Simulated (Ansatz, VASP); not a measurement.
## One calculation of CuI (Marshite), two programs

```
Cu I
1.0
     0.00000    3.01204    3.01204
     3.01204    0.00000    3.01204
     3.01204    3.01204    0.00000
Cu I
1 1
Direct
  0.25000 0.25000 0.25000
  0.00000 0.00000 0.00000
```

Alike in both runs: task single point; functional PBEsol; k mesh 6 × 6 × 6; occupations gaussian, width 0.05 eV; no spin polarisation.

|  | VASP | Ansatz |
| --- | --- | --- |
| version | VASP 6.6.1 | Ansatz 0.2.0 |
| potentials or method | VASP PAW PBE potentials, release 64 (Cu, I) | plane waves |
| plane-wave cutoff (eV) | 520 | 420 |
| valence electrons in the cell | 18 | 36 |

Ansatz gave:

| Quantity | Value |
| --- | --- |
| gap on the k mesh at the Fermi level (eV) | 1.06 |
| pressure (GPa) | -1.9 |

**Question.** Estimate VASP's values.

**Answer.** gap on the k mesh at the Fermi level (eV): 1.08; pressure (GPa): -1.4.

The functional is the same, so the differences come from potentials, cutoffs and numerics. The two sets of potentials don't hold the same shells in valence.

Caveats: the PAW data sets were made with another functional, which shifts forces and pressure a little (VASP); spin-orbit coupling is left out, which moves the levels of the heavy elements. PBEsol gaps usually lie below the measured ones, often by a third to a half.
